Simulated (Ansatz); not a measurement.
An input for Ansatz 0.2.0 (Ca):

The input run.py:

```python
import json

import ase.io
import numpy as np
import spglib

import ansatz as az

atoms = ase.io.read("Ca.cif")
cell, frac, numbers = spglib.find_primitive((atoms.cell[:], atoms.get_scaled_positions(), atoms.numbers), symprec=1e-5)
atoms = ase.Atoms(numbers, cell=cell, scaled_positions=frac, pbc=True)
atoms.set_initial_magnetic_moments([0.5])

calculation = (
    az.Crystal.from_ase(atoms)
    .calculation()
    .kpoints(5, 5, 5)
    .functional("b3lyp5", dispersion="d3bj")
    .pseudopotentials(kind="paw", core="large")
    .spin("collinear")
    .scf(extra_bands=6)
    .occupations(method="gaussian", width=0.02)
    .band_structure(path=(((0.0, 0.0, 0.0), (0.5, -0.5, 0.5), (0.0, 0.0, 0.5), (0.0, 0.0, 0.0), (0.25, 0.25,
        0.25), (0.5, -0.5, 0.5)), ((0.25, 0.25, 0.25), (0.0, 0.0, 0.5))), intervals=4)
    .forces()
    .stress()
    .band_table(publish=True)
    .hubbard("Ce", "d", u_eff=4.0)
)
outcome = calculation.run(threads=2, events_out="events.jsonl")

report = outcome.report
for line in open("events.jsonl"):
    event = json.loads(line)
    if event["event"] == "scf_iter":
        d = event["data"]
        print(f"SCF {d['iter']:3d}  HF = {d['harris_foulkes_ev']:.6f} eV  dr2 = {d['dr2_ev']:.2e} eV")
    elif event["event"] in ("relax_step", "md_step"):
        d = event["data"]
        print(f"{event['event']} {d['step']:3d}  E = {d['lagrangian_ev']:.6f} eV")
np.set_printoptions(precision=5, suppress=True, linewidth=110)
print("converged:", report["converged"], "after", report["n_iterations"], "iterations")
print(f"free energy {report['free_energy_ev']:.6f} eV, Fermi level {report['fermi_energy_ev']:.4f} eV")
for key in ("band_edges_ev", "magnetization_mub", "site_moments_mub", "site_moments_nc_mub", "forces_ev_ang",
                "stress_gpa", "kpoints_frac", "eigenvalues_ev"):
    if report.get(key) is not None:
        print(key, np.array(report[key]), sep="\n")
```

File Ca.cif:

```cif
data_Ca
_cell_length_a 4.48000000
_cell_length_b 4.48000000
_cell_length_c 4.48000000
_cell_angle_alpha 90.00000000
_cell_angle_beta 90.00000000
_cell_angle_gamma 90.00000000
_space_group_name_H-M_alt 'Im-3m'
_space_group_name_Hall '-I 4 2 3'
_space_group_IT_number 229
loop_
_space_group_symop_operation_xyz
'x,y,z'
'-x,-y,-z'
'-y,x,z'
'y,-x,-z'
'-x,-y,z'
'x,y,-z'
'y,-x,z'
'-y,x,-z'
'x,-y,-z'
'-x,y,z'
'-y,-x,-z'
'y,x,z'
'-x,y,-z'
'x,-y,z'
'y,x,-z'
'-y,-x,z'
'z,x,y'
'-z,-x,-y'
'z,-y,x'
'-z,y,-x'
'z,-x,-y'
'-z,x,y'
'z,y,-x'
'-z,-y,x'
'-z,x,-y'
'z,-x,y'
'-z,-y,-x'
'z,y,x'
'-z,-x,y'
'z,x,-y'
'-z,y,x'
'z,-y,-x'
'y,z,x'
'-y,-z,-x'
'x,z,-y'
'-x,-z,y'
'-y,z,-x'
'y,-z,x'
'-x,z,y'
'x,-z,-y'
'-y,-z,x'
'y,z,-x'
'-x,-z,-y'
'x,z,y'
'y,-z,-x'
'-y,z,x'
'x,-z,y'
'-x,z,-y'
'x+1/2,y+1/2,z+1/2'
'-x+1/2,-y+1/2,-z+1/2'
'-y+1/2,x+1/2,z+1/2'
'y+1/2,-x+1/2,-z+1/2'
'-x+1/2,-y+1/2,z+1/2'
'x+1/2,y+1/2,-z+1/2'
'y+1/2,-x+1/2,z+1/2'
'-y+1/2,x+1/2,-z+1/2'
'x+1/2,-y+1/2,-z+1/2'
'-x+1/2,y+1/2,z+1/2'
'-y+1/2,-x+1/2,-z+1/2'
'y+1/2,x+1/2,z+1/2'
'-x+1/2,y+1/2,-z+1/2'
'x+1/2,-y+1/2,z+1/2'
'y+1/2,x+1/2,-z+1/2'
'-y+1/2,-x+1/2,z+1/2'
'z+1/2,x+1/2,y+1/2'
'-z+1/2,-x+1/2,-y+1/2'
'z+1/2,-y+1/2,x+1/2'
'-z+1/2,y+1/2,-x+1/2'
'z+1/2,-x+1/2,-y+1/2'
'-z+1/2,x+1/2,y+1/2'
'z+1/2,y+1/2,-x+1/2'
'-z+1/2,-y+1/2,x+1/2'
'-z+1/2,x+1/2,-y+1/2'
'z+1/2,-x+1/2,y+1/2'
'-z+1/2,-y+1/2,-x+1/2'
'z+1/2,y+1/2,x+1/2'
'-z+1/2,-x+1/2,y+1/2'
'z+1/2,x+1/2,-y+1/2'
'-z+1/2,y+1/2,x+1/2'
'z+1/2,-y+1/2,-x+1/2'
'y+1/2,z+1/2,x+1/2'
'-y+1/2,-z+1/2,-x+1/2'
'x+1/2,z+1/2,-y+1/2'
'-x+1/2,-z+1/2,y+1/2'
'-y+1/2,z+1/2,-x+1/2'
'y+1/2,-z+1/2,x+1/2'
'-x+1/2,z+1/2,y+1/2'
'x+1/2,-z+1/2,-y+1/2'
'-y+1/2,-z+1/2,x+1/2'
'y+1/2,z+1/2,-x+1/2'
'-x+1/2,-z+1/2,-y+1/2'
'x+1/2,z+1/2,y+1/2'
'y+1/2,-z+1/2,-x+1/2'
'-y+1/2,z+1/2,x+1/2'
'x+1/2,-z+1/2,y+1/2'
'-x+1/2,z+1/2,-y+1/2'
loop_
_atom_site_label
_atom_site_type_symbol
_atom_site_symmetry_multiplicity
_atom_site_Wyckoff_symbol
_atom_site_fract_x
_atom_site_fract_y
_atom_site_fract_z
_atom_site_occupancy
Ca1 Ca 2 a 0.0000000000 0.0000000000 0.0000000000 1
```

Potentials or basis: Ansatz PAW large core.

Command:

```sh
$ python run.py
```

Task: How does this run end?

Result: The run stopped without a result. It printed:

Output:

```text
Traceback (most recent call last):
  File "run.py", line 28, in <module>
  [frames inside libraries left out]
ansatz.errors.InputError: .hubbard: no 'Ce' in the crystal as it stands (species: Ca)  [hamiltonian.hubbard[].species]
```
